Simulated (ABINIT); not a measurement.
Wanted: the native input for an ABINIT 10.8.3 (patched build) run.

```yaml
Task: band structure
Functional: r2SCAN
Potentials_or_basis: JTH PAW PBE v2.0
Cutoff: 653 eV
k_mesh: 8 × 8 × 4
Occupations: fermi-dirac, width 0.05 eV
Spin: no spin polarisation
Fine-grid_cutoff: 1251.72 eV
```

The system is MgS.

```
S Mg
1.0
     4.03462    0.00000    0.00000
    -2.01731    3.49409    0.00000
     0.00000    0.00000    6.43229
S Mg
2 2
Direct
  0.66667 0.33333 0.87924
  0.33333 0.66667 0.37924
  0.33333 0.66667 0.99575
  0.66667 0.33333 0.49575
```

The cell comes from a database or a generator and needn't be the stable form of this composition.

The input as run:

run.abi

```
# Datasets: ground state, then fixed potential
ndtset 2

# Pseudopotentials
pp_dirpath "./"
pseudos "S.GGA_PBE-JTH.xml, Mg.GGA_PBE-JTH.xml"

# Structure
acell 3*1.0 Angstrom
rprim
     4.0346224068     0.0000000000     0.0000000000
    -2.0173112034     3.4940854990     0.0000000000
     0.0000000000     0.0000000000     6.4322941800
ntypat 2
znucl 16 12
natom 4
typat 1 1 2 2
xred
     0.6666666667     0.3333333333     0.8792441500
     0.3333333333     0.6666666667     0.3792441500
     0.3333333333     0.6666666667     0.9957548500
     0.6666666667     0.3333333333     0.4957548500

# Plane-wave basis
ecut 24.0
pawecutdg 46.0

# Exchange and correlation
ixc -497498
usekden 1
pawxcdev 0

# Bands and occupations
occopt 3
tsmear 0.00183747

# SCF cycle
nstep 100

# Output
iomode 3
prtwf 0
prteig 0
prtebands 0
enunit 1
prtden1 1
prtkden1 1

# Dataset 1
kptopt1 1
ngkpt1 8 8 4
nshiftk1 1
shiftk1 0.0 0.0 0.0
nband1 20
tolvrs1 1.0e-7

# Dataset 2: bands along G-M-K-G-A-L-H-A
iscf2 -2
getden2 1
getkden2 1
nband2 26
nbdbuf2 4
tolwfr2 1.0e-11
kptopt2 -7
ndivsm2 5
prteig2 1
prtvol2 -3
kptbounds2
     0.0000000000     0.0000000000     0.0000000000
     0.5000000000     0.0000000000     0.0000000000
     0.3333333333     0.3333333333     0.0000000000
     0.0000000000     0.0000000000     0.0000000000
     0.0000000000     0.0000000000     0.5000000000
     0.5000000000     0.0000000000     0.5000000000
     0.3333333333     0.3333333333     0.5000000000
     0.0000000000     0.0000000000     0.5000000000
```

Potentials or basis: JTH PAW PBE v2.0.

Launch:

```bash
$ abinit run.abi > log 2>&1
```

It gave:

| Item | Value |
| --- | --- |
| Pressure | 0.2 GPa |
| Largest force | 0.052 eV/Å |
| Band gap on the k mesh | 4.11 eV, direct |
| Band gap along the path | 4.11 eV, direct |
| Valence electrons inside the program's atomic spheres | S 3.63; Mg 8.21 |

Caveat: the PAW data sets were made with another functional, which shifts forces and pressure a little.

It took 19 min on 1 thread of Intel(R) Xeon(R) Processor @ 2.50GHz (Skylake/Cascade Lake), on a shared host, peak memory 0.24 GiB.
